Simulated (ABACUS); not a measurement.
I:

```
I
1.0
     4.56978    0.00000    0.00000
     3.34520    2.98369    0.00000
     1.22458    0.23778    2.97420
I
1
Direct
  0.00000 0.00000 0.00000
```

* Program: ABACUS 3.10.1
* Task: relaxation of cell and atoms
* Functional: SCAN
* Potentials or basis: SG15 ONCV 1.2 PBE
* Cutoff: 1116 eV
* Density cutoff: 4463 eV
* Basis: plane waves
* k mesh: 6 × 6 × 6
* Occupations: fermi-dirac, width 0.05 eV
* Spin: no spin polarisation

At the start: pressure -1.5 GPa; volume 40.55 Å³/atom.

Where does the relaxation end?

Over 5 steps the energy falls by 9.6 meV/atom and the volume is 38.29 Å³/atom (-5.6 %); space group Fmmm (No. 69, to 0.05 Å).

The path:
| step | energy change (eV) | largest force (eV/Å) | pressure (GPa) | volume (Å³) |
| --- | --- | --- | --- | --- |
| 1 | 0.0000 | 0.0000 | -1.51 | 40.55 |
| 2 | -0.0064 | 0.0000 | 0.64 | 38.27 |
| 3 | -0.0088 | 0.0000 | -0.21 | 39.04 |
| 4 | -0.0092 | 0.0000 | -0.18 | 38.85 |
| 5 | -0.0096 | 0.0000 | -0.06 | 38.29 |

Final structure:
```yaml
crystal:
  lattice:
    - [4.47254, -0.01013, 0.01097]
    - [3.26741, 2.92309, 0.00812]
    - [1.20513, 0.23092, 2.92412]
  atoms:
    - { symbol: I, position: [0.00000, 0.00000, 0.00000] }
```

Caveat: the potentials were made for another functional, which shifts forces and pressure; an odd number of electrons without spin polarisation forces a metal; a magnetic or distorted state may lie lower.
